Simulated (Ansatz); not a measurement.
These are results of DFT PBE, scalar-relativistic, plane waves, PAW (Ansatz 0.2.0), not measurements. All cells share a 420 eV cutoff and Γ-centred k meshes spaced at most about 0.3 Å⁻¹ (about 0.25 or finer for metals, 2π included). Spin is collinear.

Each guess is relaxed in cell and atoms at zero pressure, on a coarse mesh first where it starts far from rest and then on a converged one. The steps can't lower the symmetry of the start, but it can rise. Energies are static (0 K, no zero-point motion).

Two unrelaxed guesses for GaCo4:

A. (collinear spin from parallel moments)

```
CELL_PARAMETERS angstrom
-2.65119 2.65119 2.65119
2.65119 -2.65119 2.65119
2.65119 2.65119 -2.65119
ATOMIC_POSITIONS crystal
Ga 0.00000 0.00000 0.00000
Co 0.50000 0.50000 0.50000
Co 0.00000 0.00000 0.50000
Co 0.00000 0.50000 0.00000
Co 0.50000 0.00000 0.00000
```

B. (collinear spin from parallel moments)

```
CELL_PARAMETERS angstrom
0.00000 3.07377 3.07377
3.07377 0.00000 3.07377
3.07377 3.07377 0.00000
ATOMIC_POSITIONS crystal
Ga 0.00000 0.00000 0.00000
Co 0.61627 0.61627 0.61627
Co 0.61627 0.61627 0.15119
Co 0.61627 0.15119 0.61627
Co 0.15119 0.61627 0.61627
```

Task: Do they relax into the same structure? If not, which is lower?

Result: No. B ends lower, by 0.46 eV/atom. A: Im-3m at 14.9 Å³/atom → Im-3m at 14.8 Å³/atom; B: F-43m at 11.6 Å³/atom → F-43m at 14.6 Å³/atom. Counting all near atoms (those within 1.25 times the shortest distance at each site; a plus sign parts nearer from farther groups), the end of A has Ga 8, Co 2+6 and the end of B has Ga 12, Co 6+3. End of A. Conventional cell: a = 5.291 Å. Around Ga lie 8 Co at 2.29 Å; Co has 2 Ga at 2.29 Å and 6 Co at 2.65 Å. End of B. Conventional cell: a = 6.632 Å. Around Ga lie 12 Co at 2.75 Å; Co has 6 Co at 2.34–2.35 Å and 3 Ga at 2.75 Å.

Ends held by symmetry can be saddle points. Neither end is the lowest form computed: that has Ga and Co ordered on fcc sites, space group R-3m (No. 166), is reached from a Materials Project cell and lies 0.38 eV/atom below the better end. Even the lowest of the cells shown lies +0.43 eV/atom against the elements. The magnetic state reached may not be the lowest. Some types were kept out of the candidates beforehand, so the set may lack a known form.
